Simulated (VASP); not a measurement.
# AlRu (Pm-3m) in VASP: further runs

The runs below take AlRu through density of states, band structure, phonons, elastic constants, with BLYP+D4, PBEsol+D3+U, revPBE+D3(BJ)+U, LDA.

Program: VASP 6.6.1. These are calculated values, not measurements. Logs are shortened: lines on timing, memory, paths and dates and some standing lists are left out, and cuts for length are marked.

**1. Starting point**

Symmetry: Pm-3m, No. 221, cubic system. Conventional cell: a = 2.992 Å, b = 2.992 Å, c = 2.992 Å, α = 90.00°, β = 90.00°, γ = 90.00°. Around Ru (site symmetry m-3m) lie 8 Al at 2.59 Å. Around Al (site symmetry m-3m) lie 8 Ru at 2.59 Å.

**2. Density of states, BLYP+D4**

The input, run.py:

```python
from ase.calculators.vasp import Vasp
from ase.dft.dos import DOS
from ase.io import read

atoms = read('AlRu.cif', primitive_cell=True, subtrans_included=False)
calc = Vasp(
    directory='calc',
    xc='blyp',
    pp='PBE',
    setups='recommended',
    prec='Accurate',
    encut=520,
    ediff=1e-06,
    ismear=1,
    sigma=0.2,
    lreal=False,
    lasph=True,
    nelm=60,
    algo='Fast',
    isif=2,
    lwave=False,
    lcharg=False,
    lmaxmix=4,
    ivdw=13,
    vdw_s6=1.0,
    vdw_s8=2.34076671,
    vdw_a1=0.44488865,
    vdw_a2=4.0933009,
    lorbit=11,
    kpts=[9, 9, 9],
    gamma=True,
)
atoms.calc = calc

print('energy (eV):', atoms.get_potential_energy())
print('free energy (eV):', atoms.get_potential_energy(force_consistent=True))
print('forces (eV/A):')
print(atoms.get_forces())
print('stress (eV/A^3, Voigt):', atoms.get_stress())
print('Fermi level (eV):', calc.get_fermi_level())
dos = DOS(calc, width=0.05, window=(-10, 10), npts=301)
print('E - E_F (eV), DOS (1/eV)')
for e, g in zip(dos.get_energies(), dos.get_dos()):
    print(f'{e:8.3f} {g:10.4f}')
```

The input, AlRu.cif:

```cif
data_AlRu
_cell_length_a 2.99160000
_cell_length_b 2.99160000
_cell_length_c 2.99160000
_cell_angle_alpha 90.00000000
_cell_angle_beta 90.00000000
_cell_angle_gamma 90.00000000
_space_group_name_H-M_alt 'Pm-3m'
_space_group_name_Hall '-P 4 2 3'
_space_group_IT_number 221
loop_
_space_group_symop_operation_xyz
'x,y,z'
'-x,-y,-z'
'-y,x,z'
'y,-x,-z'
'-x,-y,z'
'x,y,-z'
'y,-x,z'
'-y,x,-z'
'x,-y,-z'
'-x,y,z'
'-y,-x,-z'
'y,x,z'
'-x,y,-z'
'x,-y,z'
'y,x,-z'
'-y,-x,z'
'z,x,y'
'-z,-x,-y'
'z,-y,x'
'-z,y,-x'
'z,-x,-y'
'-z,x,y'
'z,y,-x'
'-z,-y,x'
'-z,x,-y'
'z,-x,y'
'-z,-y,-x'
'z,y,x'
'-z,-x,y'
'z,x,-y'
'-z,y,x'
'z,-y,-x'
'y,z,x'
'-y,-z,-x'
'x,z,-y'
'-x,-z,y'
'-y,z,-x'
'y,-z,x'
'-x,z,y'
'x,-z,-y'
'-y,-z,x'
'y,z,-x'
'-x,-z,-y'
'x,z,y'
'y,-z,-x'
'-y,z,x'
'x,-z,y'
'-x,z,-y'
loop_
_atom_site_label
_atom_site_type_symbol
_atom_site_symmetry_multiplicity
_atom_site_Wyckoff_symbol
_atom_site_fract_x
_atom_site_fract_y
_atom_site_fract_z
_atom_site_occupancy
Ru1 Ru 1 b 0.5000000000 0.5000000000 0.5000000000 1
Al1 Al 1 a 0.0000000000 0.0000000000 0.0000000000 1
```

Potentials or basis: VASP PAW PBE potentials, release 64 (Ru_pv, Al).

Command:

```console
> python run.py
```

Standard output:

```text
energy (eV): -13.73429898
free energy (eV): -13.73501391
forces (eV/A):
[[0. 0. 0.]
 [0. 0. 0.]]
stress (eV/A^3, Voigt): [ 0.00810752  0.00810752  0.00810752  0.         -0.         -0.        ]
Fermi level (eV): 11.17351113
E - E_F (eV), DOS (1/eV)
 -10.000     0.0000
  -9.933     0.0000
  -9.867     0.0000
  -9.800     0.0000
  -9.733     0.0000
  -9.667     0.0000
[... 293 lines left out ...]
   9.933     0.0000
  10.000     0.0000
```

Run time: 14 s. Hardware: 1 thread of Intel Xeon Platinum 8559C (Emerald Rapids), shared host; peak memory 0.14 GiB.

What came out:

| Quantity | Value |
| --- | --- |
| Free energy | -13.7350 eV |
| Pressure | -1.3 GPa |
| Band gap on the k mesh | none (metal or under the smearing width) |
| Valence electrons inside the program's atomic spheres | Ru 12.84; Al 0.80 |
| Dispersion energy per atom | -0.909 eV |

Levels at points of the mesh, in eV from the Fermi level:
```tsv
k point	band 6	band 7	band 8	band 9	band 10	band 11	band 12
(0.00, 0.00, 0.00)	-3.44	0.20	0.20	0.20	6.16	6.16	6.16
```

States per cell in windows of 0.5 eV (zero at the Fermi level; states under -8 eV left out):
```tsv
from (eV)	total	Ru1_d	Al2_p	Al2_s	Ru1_p	Ru1_s	Al2_d
-8.0	0.09	0.00	0.00	0.02	0.00	0.02	0.00
-7.5	0.20	0.01	0.01	0.04	0.01	0.03	0.00
-7.0	0.17	0.01	0.00	0.03	0.01	0.02	0.00
-6.5	0.23	0.03	0.01	0.04	0.01	0.02	0.00
-6.0	0.60	0.15	0.01	0.11	0.02	0.02	0.00
-5.5	0.42	0.15	0.01	0.07	0.01	0.00	0.00
-5.0	0.26	0.09	0.02	0.02	0.01	0.01	0.00
-4.5	0.25	0.09	0.02	0.00	0.01	0.02	0.00
-4.0	0.78	0.34	0.06	0.01	0.02	0.04	0.00
-3.5	0.93	0.50	0.06	0.01	0.02	0.03	0.00
-3.0	1.00	0.64	0.04	0.00	0.02	0.01	0.00
-2.5	0.88	0.55	0.05	0.00	0.03	0.00	0.00
-2.0	0.56	0.40	0.02	0.00	0.01	0.00	0.00
-1.5	1.60	1.13	0.06	0.00	0.04	0.02	0.00
-1.0	1.04	0.82	0.02	0.00	0.01	0.01	0.00
-0.5	1.59	1.21	0.02	0.00	0.04	0.02	0.00
0.0	0.68	0.52	0.01	0.00	0.02	0.00	0.00
0.5	0.15	0.08	0.01	0.00	0.01	0.00	0.00
1.0	0.25	0.16	0.01	0.00	0.02	0.00	0.00
1.5	0.09	0.06	0.00	0.00	0.01	0.00	0.00
2.0	0.49	0.34	0.02	0.00	0.02	0.02	0.00
2.5	0.67	0.41	0.04	0.02	0.03	0.03	0.00
3.0	0.23	0.12	0.02	0.00	0.02	0.01	0.00
3.5	0.34	0.10	0.03	0.04	0.03	0.01	0.00
4.0	0.20	0.08	0.02	0.00	0.02	0.00	0.00
4.5	0.18	0.03	0.02	0.03	0.02	0.00	0.00
5.0	0.24	0.07	0.02	0.03	0.02	0.02	0.00
5.5	0.61	0.17	0.04	0.07	0.04	0.06	0.00
6.0	0.58	0.18	0.03	0.07	0.03	0.06	0.00
6.5	0.32	0.07	0.04	0.02	0.04	0.01	0.00
7.0	0.76	0.17	0.08	0.07	0.06	0.04	0.00
7.5	0.46	0.08	0.05	0.01	0.03	0.01	0.00
```

Caveat: the PAW data sets were made with another functional, which shifts forces and pressure a little; pairwise dispersion overbinds metals, which lowers pressure and volume.

**3. Band structure, PBEsol+D3+U**

The input, run.py:

```python
from ase.calculators.vasp import Vasp
from ase.dft.bandgap import bandgap
from ase.io import read

atoms = read('AlRu.xyz')
calc = Vasp(
    directory='calc',
    xc='pbesol',
    pp='PBE',
    setups='gw',
    prec='Accurate',
    encut=550,
    ediff=1e-06,
    ismear=1,
    sigma=0.1,
    lreal=False,
    lasph=True,
    nelm=100,
    algo='Normal',
    isif=2,
    lwave=False,
    lcharg=True,
    lmaxmix=4,
    ldautype=2,
    ldauprint=1,
    ivdw=11,
    ldau_luj={'Ru': {'L': 2, 'U': 2, 'J': 1.0}},
    kpts=[9, 9, 9],
    gamma=True,
)
atoms.calc = calc

print('energy (eV):', atoms.get_potential_energy())
print('free energy (eV):', atoms.get_potential_energy(force_consistent=True))
efermi = calc.get_fermi_level()
print('Fermi level (eV):', efermi)
path = atoms.cell.bandpath(npoints=60, eps=1e-4)
print('path:', path.path)
calc.set(kpts=path.kpts, reciprocal=True, icharg=11, isym=0, lcharg=False)
calc.calculate(atoms)
print('gap on the path (eV):', bandgap(calc, efermi=efermi)[0])
print('direct gap on the path (eV):', bandgap(calc, efermi=efermi, direct=True)[0])
```

The input, AlRu.xyz:

```xyz
2
Lattice="2.9916000000 0.0000000000 0.0000000000 0.0000000000 2.9916000000 0.0000000000 0.0000000000 0.0000000000 2.9916000000" Properties=species:S:1:pos:R:3 pbc="T T T"
Ru     1.4958000000      1.4958000000      1.4958000000
Al     0.0000000000      0.0000000000      0.0000000000
```

Potentials or basis: VASP PAW PBE potentials, release 64 (Ru_sv_GW, Al_GW).

Command:

```console
> python run.py
```

Standard output:

```text
energy (eV): -14.66790105
free energy (eV): -14.66827497
Fermi level (eV): 9.37826783
path: GXMGRX,MR
gap on the path (eV): 0.0
direct gap on the path (eV): 0.0
```

OUTCAR:

```text
ENCUT = 550.000000
   EDIFF = 1.00e-06
   GGA = PS
   PREC = Accurate
   ICHARG = 11
[... 597 lines left out ...]
      1.49580      1.49580      1.49580        -0.000008     -0.000014      0.000013
      0.00000      0.00000      0.00000         0.000008      0.000014     -0.000013
 -----------------------------------------------------------------------------------
    total drift:                               -0.000010     -0.000034      0.000024

  FREE ENERGIE OF THE ION-ELECTRON SYSTEM (eV)
  ---------------------------------------------------
  free  energy   TOTEN  =       -13.9173236158 eV

  energy  without entropy=      -13.9159240454  energy(sigma->0) =      -13.91685709
```

INCAR:

```text
ENCUT = 550.000000
SIGMA = 0.100000
EDIFF = 1.00e-06
ALGO = Normal
GGA = PS
PREC = Accurate
ICHARG = 11
ISIF = 2
ISMEAR = 1
ISYM = 0
LDAUPRINT = 1
LDAUTYPE = 2
LMAXMIX = 4
NELM = 100
IVDW = 11
LASPH = .TRUE.
LCHARG = .FALSE.
LWAVE = .FALSE.
LREAL = .FALSE.
LDAU = .TRUE.
LDAUL = 2 -1
LDAUU = 2.000 0.000
LDAUJ = 1.000 0.000
```

It took 18 s on 1 thread of Intel Xeon Platinum 8559C (Emerald Rapids), shared host; peak memory 0.17 GiB.

What came out:

```
Band gap along the path    : none (metal or under the smearing width)
Dispersion energy per atom : -0.323 eV
```

Levels at the corners of the path, in eV from the Fermi level:
| point | band 5 | band 6 | band 7 | band 8 | band 9 | band 10 | band 11 | band 12 | band 13 |
| --- | --- | --- | --- | --- | --- | --- | --- | --- | --- |
| Γ | -9.55 | -3.44 | -3.44 | 0.24 | 0.24 | 0.24 | 6.19 | 6.19 | 6.19 |
| X | -5.73 | -5.36 | -2.64 | -1.54 | -1.54 | 0.49 | 2.44 | 7.57 | 11.12 |
| M | -5.95 | -2.94 | -1.25 | -1.25 | -1.10 | -1.10 | 1.69 | 5.42 | 6.35 |
| Γ | -9.55 | -3.44 | -3.44 | 0.24 | 0.24 | 0.24 | 6.19 | 6.19 | 6.19 |
| R | -4.55 | -4.55 | -4.55 | 1.78 | 1.78 | 2.71 | 4.24 | 4.24 | 4.24 |
| X | -5.73 | -5.36 | -2.64 | -1.54 | -1.54 | 0.49 | 2.44 | 7.57 | 11.12 |
| M | -5.95 | -2.94 | -1.25 | -1.25 | -1.10 | -1.10 | 1.69 | 5.42 | 6.35 |
| R | -4.55 | -4.55 | -4.55 | 1.78 | 1.78 | 2.71 | 4.24 | 4.24 | 4.24 |

Caveat: the log is that of the step along the path at fixed density, whose energy, stress, charges and moments have no meaning; the PAW data sets were made with another functional, which shifts forces and pressure a little; U without spin polarisation on a metal has little footing; pairwise dispersion overbinds metals, which lowers pressure and volume; the U is typed as a test and isn't derived for this compound.

[end of part 1 of 3]
